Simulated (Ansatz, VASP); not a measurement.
## As in VASP and in Ansatz

```
CELL_PARAMETERS angstrom
4.06226 0.00000 0.00000
0.00000 4.06226 0.00000
0.00000 0.00000 4.06226
ATOMIC_POSITIONS crystal
As 0.50000 0.00000 0.00000
As 0.00000 0.50000 0.00000
As 0.00000 0.00000 0.50000
```

Alike in both runs: functional PBE; k mesh 4 × 4 × 4; occupations gaussian, width 0.1 eV; no spin polarisation.

Ansatz relaxed the structure, and its values are those at the end. VASP's run is a single point on that final structure, the one shown.

```csv
,VASP,Ansatz
version,VASP 6.6.1,Ansatz 0.2.0
potentials or method,"VASP PAW PBE potentials, release 64 (As)","scalar-relativistic, plane waves, PAW"
plane-wave cutoff (eV),520,420
valence electrons in the cell,15,45
```

|  | VASP | Ansatz | Ansatz less VASP |
| --- | --- | --- | --- |
| gap on the k mesh at the Fermi level (eV) | none | none | - |
| pressure (GPa) | 0.0 | -0.1 | -0.09 |

A gap of «none» marks a metal or a gap that the smearing closes. The two sets of potentials don't hold the same shells in valence.

Caveats: the k mesh is coarse (spacing up to 0.39 Å⁻¹), so the values aren't converged.
